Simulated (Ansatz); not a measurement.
Relaxed bulk Te2Mo:

```xyz
6
Lattice="3.4940 0.0000 0.0000 -1.7470 3.0259 0.0000 0.0000 0.0000 14.0085" Properties=species:S:1:pos:R:3 pbc="T T T"
Te    0.0000    2.0173    8.7011
Te    1.7470    1.0086    1.6968
Te    0.0000    2.0173   12.3117
Te    1.7470    1.0086    5.3074
Mo    0.0000    2.0173    3.5021
Mo    1.7470    1.0086   10.5064
```

Miller indices refer to the conventional cell of P6_3/mmc (No. 194), a = 3.494 Å, b = 3.494 Å, c = 14.009 Å, α = 90.00°, β = 90.00°, γ = 120.00°. The bulk's gap is 0.72 eV.

The (001) slab of 12 planes, 24.6 Å thick with 15 Å of vacuum as cut; outer planes Te (top) and Te (bottom).

Method: Ansatz 0.2.0, DFT PBEsol, scalar-relativistic, plane waves, PAW. Plane waves to 420 eV, a k mesh through Γ of 9×9×1 on the computed 12-atom cell and Gaussian smearing (0.05 eV); no spin polarisation. The cell repeats along c with a dipole correction in the vacuum.

The surface energy is small: either the cut is weakly bound (this functional has no dispersion correction), or the bulk reference is not the lowest structure.

With the atoms at the bulk's places:

* Surface energy (mean of both faces): 0.06 J/m²
* Gap of the slab on the mesh: 0.88 eV

Q: What changes when all atoms relax within this surface cell and its symmetry?

A: The energy changes by under 0.001 J/m² a face, and the largest move is 0.01 Å.

| Property | Result |
| --- | --- |
| Surface energy (mean of both faces) | 0.06 J/m² |
| Gap of the slab on the mesh | 0.88 eV |

```csv
plane (bottom to top),atoms,"spacing to next, bulk (Å)",relaxed (Å),change (%)
1,Te,1.805,1.801,-0.2
2,Mo,1.805,1.806,+0.1
3,Te,3.394,3.387,-0.2
4,Te,1.805,1.805,0.0
5,Mo,1.805,1.805,0.0
6,Te,3.394,3.395,0.0
7,Te,1.805,1.805,0.0
8,Mo,1.805,1.805,0.0
9,Te,3.394,3.387,-0.2
10,Te,1.805,1.806,+0.1
11,Mo,1.805,1.801,-0.2
12,Te,,,
```

Spin-orbit coupling is left out, which matters for the bands of heavy elements. The gap is read on a mesh, which can miss the band edges, so it can be too wide.